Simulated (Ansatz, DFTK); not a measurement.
This is a calculation of Al (Aluminum) for DFTK 0.8.2. The given cell was strained at random by a few per cent at fixed volume. 

The input run.jl:

```julia
using DFTK
using PseudoPotentialData
using Unitful, UnitfulAtomic
using LinearAlgebra, Printf
include("save.jl")
disable_threading()

# lattice vectors are the columns
lattice = austrip(1u"Å") * [      0.047894       2.043256       2.040582;
                 1.969142      -0.008354       2.022715;
                 2.026853       2.083101      -0.005679]
symbols   = [:Al]
positions = [[0.005978, -0.013119, 0.021168]]
pseudopotentials = PseudoFamily("dojo.nc.sr.pbesol.v0_4_1.standard.upf")
elements = Dict(s => ElementPsp(s, pseudopotentials) for s in unique(symbols))
atoms    = [elements[s] for s in symbols]

build_model(lattice, positions; symmetries=true) =
    model_DFT(lattice, atoms, positions;
              functionals=PBEsol(),
              temperature=austrip(0.05u"eV"),
              smearing=Smearing.FermiDirac(),
              symmetries)
Ecut  = 26.0  # hartree
kgrid = [11, 11, 11]
tol   = 1e-6
to_GPa = ustrip(uconvert(u"GPa", 1u"hartree/bohr^3"))

model = build_model(lattice, positions)
basis = PlaneWaveBasis(model; Ecut, kgrid)
display(basis)
scfres = self_consistent_field(basis;
                               tol,
                               nbandsalg=AdaptiveBands(model; n_bands_converge=6))
display(scfres.energies)
@printf "Fermi level: %.6f eV\n" ustrip(auconvert(u"eV", something(scfres.εF, NaN)))
forces = compute_forces_cart(scfres)
println("Forces (eV/Å)")
for (s, f) in zip(symbols, forces)
    @printf "%-3s %12.6f %12.6f %12.6f\n" s ustrip.(auconvert.(u"eV/Å", f))...
end
stress = compute_stresses_cart(scfres)
println("Stress (GPa)")
display(round.(stress * to_GPa; digits=4))
println("Levels at the first k-point (eV): ", round.(ustrip.(auconvert.(u"eV", scfres.eigenvalues[1][1:scfres.n_bands_converge])); digits=4))
save_scf!(scfres; forces, stress)
```

Potentials or basis: dojo.nc.sr.pbesol.v0_4_1.standard.upf (PBEsol).

Launch:

```sh
$ julia --threads=1 run.jl  # save.jl only writes the numbers to a file and isn't shown; printed stress counts tension as positive; times include loading and compiling
```

**Question.** Translate it to Ansatz 0.2.0. Potentials or basis there: all-electron LAPW, scalar-relativistic.

**Answer.** As run (cutoffs and basis follow the program's own potentials, and thresholds, step limits or extra output files can differ):

Contents of input.yaml:

```yaml
crystal:
  lattice:
    - [0.047894, 1.969142, 2.026853]
    - [2.043256, -0.008354, 2.083101]
    - [2.040582, 2.022715, -0.005679]
  atoms:
    - { symbol: Al, position: [0.005978, -0.013119, 0.021168] }
kpoints:
  mp_grid: { grid: [11, 11, 11] }
scf:
  occupations: { method: fermi_dirac, width: 0.05 }
hamiltonian:
  xc: pbesol
  pseudopotentials: { kind: all_electron, lapw: { basis_error: 0.001 } }
output:
  forces: true
  stress: true
  eigenvalues: true
  populations: true
```

Potentials or basis: all-electron LAPW, scalar-relativistic.

Command:

```console
$ ansatz run input.yaml --threads 1 --pin off --max-ram 3072MiB --backend cpu --events-out ev --progress --plain --runs-dir out
```

Both were run:

|  | DFTK | Ansatz |
| --- | --- | --- |
| Pressure | -1.9 GPa | -1.7 GPa |

Where Ansatz's input types no cutoff or centring, it takes its own default and a Γ-centred mesh.

Pressure is positive in compression.
